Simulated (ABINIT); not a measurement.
Wanted: the native input for an ABINIT 10.8.3 (patched build) run.

- Task: band structure
- Functional: TB-mBJ
- Potentials or basis: JTH PAW LDA v2.0
- Cutoff: 626 eV
- k mesh: 12 × 12 × 4
- Occupations: fermi-dirac, width 0.05 eV
- Spin: no spin polarisation
- Fine-grid cutoff: 1224.51 eV

Crystal: C.

```
C
1.0
     2.52210    0.00000    0.00000
    -1.26105    2.18420    0.00000
     0.00000    0.00000    8.23710
C
8
Direct
  0.66667 0.33333 0.84375
  0.33333 0.66667 0.34375
  0.66667 0.33333 0.65625
  0.33333 0.66667 0.15625
  0.00000 0.00000 0.90625
  0.00000 0.00000 0.40625
  0.00000 0.00000 0.59375
  0.00000 0.00000 0.09375
```

This is a hexagonal form of diamond, not graphite.

These files were run (other wordings do the same):

run.abi

```
# Datasets: ground state, then fixed potential
ndtset 2

# Pseudopotentials
pp_dirpath "./"
pseudos "C.LDA_PW-JTH.xml"

# Structure
acell 3*1.0 Angstrom
rprim
     2.5221000000     0.0000000000     0.0000000000
    -1.2610500000     2.1842026709     0.0000000000
     0.0000000000     0.0000000000     8.2371000000
ntypat 1
znucl 6
natom 8
typat 1 1 1 1 1 1 1 1
xred
     0.6666666667     0.3333333333     0.8437500000
     0.3333333333     0.6666666667     0.3437500000
     0.6666666667     0.3333333333     0.6562500000
     0.3333333333     0.6666666667     0.1562500000
     0.0000000000     0.0000000000     0.9062500000
     0.0000000000     0.0000000000     0.4062500000
     0.0000000000     0.0000000000     0.5937500000
     0.0000000000     0.0000000000     0.0937500000

# Plane-wave basis
ecut 625.861884 eV
pawecutdg 45.0

# Exchange and correlation
ixc -208012
usekden 1
pawxcdev 0

# Bands and occupations
occopt 3
tsmear 0.00183747

# SCF cycle
nstep 100
diemix 0.3
optforces 0
optstress 0

# Output
iomode 3
prtwf 0
prteig 0
prtebands 0
enunit 1
prtden1 1
prtkden1 1

# Dataset 1
kptopt1 1
ngkpt1 12 12 4
nshiftk1 1
shiftk1 0.0 0.0 0.0
nband1 21
tolvrs1 1.0e-7

# Dataset 2: bands along G-M-K-G-A-L-H-A
iscf2 -2
getden2 1
getkden2 1
nband2 27
nbdbuf2 4
tolwfr2 1.0e-11
kptopt2 -7
ndivsm2 6
prteig2 1
kptbounds2
     0.0000000000     0.0000000000     0.0000000000
     0.5000000000     0.0000000000     0.0000000000
     0.3333333333     0.3333333333     0.0000000000
     0.0000000000     0.0000000000     0.0000000000
     0.0000000000     0.0000000000     0.5000000000
     0.5000000000     0.0000000000     0.5000000000
     0.3333333333     0.3333333333     0.5000000000
     0.0000000000     0.0000000000     0.5000000000
```

Potentials or basis: JTH PAW LDA v2.0.

Run with:

```bash
$ mpirun --bind-to none -np 4 abinit run.abi > log 2>&1
```

Results of the run:

```yaml
Band_gap_on_the_k_mesh: 5.38 eV, indirect (least direct gap 6.27 eV)
Band_gap_along_the_path: 5.38 eV, indirect (least direct gap 6.27 eV)
```

Caveat: the constant c of TB-mBJ comes from the pseudo density here, which moves gaps by up to 0.3 eV between sets of potentials; the atomic spheres overlap.

Wall time 4.6 min on 4 MPI ranks on Arm Neoverse V2, on a shared host, peak memory 0.52 GiB a rank.
